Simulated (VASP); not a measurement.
The system is GaAs.

```
CELL_PARAMETERS angstrom
0.00000 2.82685 2.82685
2.82685 0.00000 2.82685
2.82685 2.82685 0.00000
ATOMIC_POSITIONS crystal
As 0.25000 0.25000 0.25000
Ga 0.00000 0.00000 0.00000
```

Base run:

| Item | Value |
| --- | --- |
| Program | VASP 6.6.1 |
| Functional | PBEsol |
| Potentials or basis | VASP PAW PBE potentials, release 54 (As, Ga_d) |
| Cutoff | 520 eV |
| k mesh | 8 × 8 × 8 |
| Occupations | gaussian, width 0.1 eV |
| Spin | no spin polarisation |

Its results: band gap on the k mesh 0.46 eV, direct; pressure 0.3 GPa.

Q: The run is repeated on the same cell with these changes: functional from PBEsol to PBE; further incar settings from ALGO = Normal; EDIFF = 1.00e-06 to ALGO = Normal; EDIFF = 1.00e-07. What comes out?

A: Band gap on the k mesh 0.52 eV, direct; pressure 3.5 GPa.

Caveats: the PAW data sets were made with another functional, which shifts forces and pressure a little (some runs).

A k mesh can miss the band edges.
